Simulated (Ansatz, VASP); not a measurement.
# ZnSe: VASP beside Ansatz

INCAR

```
SYSTEM = ZnSe
PREC     = Accurate       ! precision mode
ENCUT    = 520            ! plane-wave cutoff, eV
EDIFF    = 1E-6           ! SCF threshold, eV
ISMEAR   = 0              ! smearing method
SIGMA    = 0.05           ! smearing width, eV
LREAL    = .FALSE.        ! projectors in reciprocal space
LASPH    = .TRUE.         ! aspherical terms in the spheres
NELM     = 100            ! most SCF steps
ALGO     = Normal         ! electronic algorithm
ISIF     = 2              ! what is computed and relaxed
LWAVE    = .FALSE.        ! write WAVECAR
LCHARG   = .TRUE.         ! write CHGCAR
GGA      = PS             ! functional
LELF     = .TRUE.         ! ELF
LVHAR    = .TRUE.       
NBANDS   = 16             ! bands
```

KPOINTS

```
regular mesh
0
G
  6 6 6
  0 0 0
```

POSCAR

```
ZnSe
1.0
    0.0000000000      2.7200000000      2.7200000000
    2.7200000000      0.0000000000      2.7200000000
    2.7200000000      2.7200000000      0.0000000000
Zn Se
1 1
Direct
    0.0000000000      0.0000000000      0.0000000000
    0.5000000000      0.5000000000      0.5000000000
```

Input for Ansatz:

```yaml
crystal:
  lattice:
    - [0.0, 2.72, 2.72]
    - [2.72, 0.0, 2.72]
    - [2.72, 2.72, 0.0]
  atoms:
    - { symbol: Zn, position: [0.0, 0.0, 0.0] }
    - { symbol: Se, position: [0.5, 0.5, 0.5] }
basis:
  ecutwfc: 420
kpoints:
  mp_grid: { grid: [6, 6, 6] }
hamiltonian:
  xc: pbesol
scf:
  occupations: { method: gaussian, width: 0.05 }
output:
  forces: true
  stress: true
  eigenvalues: true
```

Measurements of this composition are mostly on another form, of space group No. 216.

Alike in both runs: task single point; functional PBEsol; k mesh 6 × 6 × 6; occupations gaussian, width 0.05 eV; no spin polarisation.

```csv
,VASP,Ansatz
version,VASP 6.6.1,Ansatz 0.2.0
potentials or method,"VASP PAW PBE potentials, release 64 (Zn, Se)","scalar-relativistic, plane waves, PAW"
plane-wave cutoff (eV),520,420
valence electrons in the cell,18,28
```

|  | VASP | Ansatz | Ansatz less VASP |
| --- | --- | --- | --- |
| gap on the k mesh at the Fermi level (eV) | none | none | - |
| pressure (GPa) | -6.0 | -6.2 | -0.22 |

A gap of «none» marks a metal or a gap that the smearing closes. The two sets of potentials don't hold the same shells in valence.

Caveats: the PAW data sets were made with another functional, which shifts forces and pressure a little (VASP).
